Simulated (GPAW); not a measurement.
The system is ZnCu2SnS4.

```xyz
8
Lattice="-2.7171 2.7171 5.4248 2.7171 -2.7171 5.4248 2.7171 2.7171 -5.4248" Properties=species:S:1:pos:R:3 pbc="T T T"
Sn    0.0000    0.0000    5.4248
Zn    2.7171    0.0000    2.7124
Cu    0.0000    2.7171    2.7124
Cu    0.0000    0.0000    0.0000
S     1.3944    1.3922    4.0338
S    -1.3922    1.3944    6.8158
S     1.3227    1.3249   -1.3910
S     4.1093    1.3227    1.3910
```

Base run:

- Program: GPAW 26.7.0
- Functional: PBE
- Potentials or basis: GPAW PAW data sets (gpaw-data 1.2.1)
- Cutoff: 450 eV
- Basis: pw
- k mesh: 5 × 5 × 5
- Occupations: fermi-dirac, width 0.001 eV
- Spin: no spin polarisation

Its results: band gap on the k mesh 0.30 eV, direct.

Q: After a change of settings the same cell gave: band gap on the k mesh 0.96 eV, direct. Which change was it?
A. occupations from fermi-dirac, width 0.001 eV to fermi-dirac, width 0.05 eV
B. hubbard terms from none to Cu d U = 6.0 eV
C. hubbard terms from none to Cu d U = 8.0 eV

A: C.

The U term pushes filled and empty states of the shell apart.

Caveats: with so narrow a direct gap the onset needs a denser k mesh; the long-wavelength limit can be off by several per cent where d states take part; spin-orbit coupling is left out, which moves the levels of the heavy elements; response on these states lacks terms of the Hamiltonian (some runs).

Not every run made on this cell is shown here.
